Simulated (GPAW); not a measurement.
Runs of GPAW 26.7.0 on Hf2N. The structure is tetragonal, space group P4_2/mnm (No. 136). The conventional cell has a = 5.313 Å, b = 5.313 Å, c = 3.242 Å, α = 90.00°, β = 90.00°, γ = 90.00°. Around Hf (site symmetry m2m) lie 3 N at 2.22 to 2.23 Å. N (site symmetry mmm) has 6 Hf at 2.22 to 2.23 Å as nearest neighbours. The cell comes from a database or a generator and needn't be the stable form of this composition.

| task | level | potentials or basis | k mesh | ranks | band path | band points | pressure (GPa) | largest force (eV/Å) |
| --- | --- | --- | --- | --- | --- | --- | --- | --- |
| band structure | PBEsol | PAW data sets generated in the run's folder for this functional, pw | 4 × 4 × 6 | 4 | GXMGZRAZ,XR,MA | 80 | -1.7 | 0.09 |
| single point | PBEsol | PAW data sets generated in the run's folder for this functional, pw | 5 × 5 × 8 | - | - | - | -1.7 | 0.04 |
| band structure | r2SCAN | GPAW PAW data sets (gpaw-data 1.2.1), pw | 4 × 4 × 6 | - | GXMGZRAZ,XR,MA | 80 | (a) | 0.11 |
| band structure | LDA | the program's PAW data sets (release 1.2.1) made for this functional, pw | 4 × 4 × 6 | 4 | GXMGZRAZ,XR,MA | 80 | -7.4 | (b) |

Alike in all rows: no spin polarisation; cell as given; cutoff (eV) 800; smearing fermi-dirac 0.05 eV.

**Question.** Estimate the missing entries.

**Answer.** (a) 2.2; (b) 0.03.

Caveats: the PAW data sets were made with another functional, which shifts forces and pressure a little (some runs).

Not every run made on this cell is shown here.
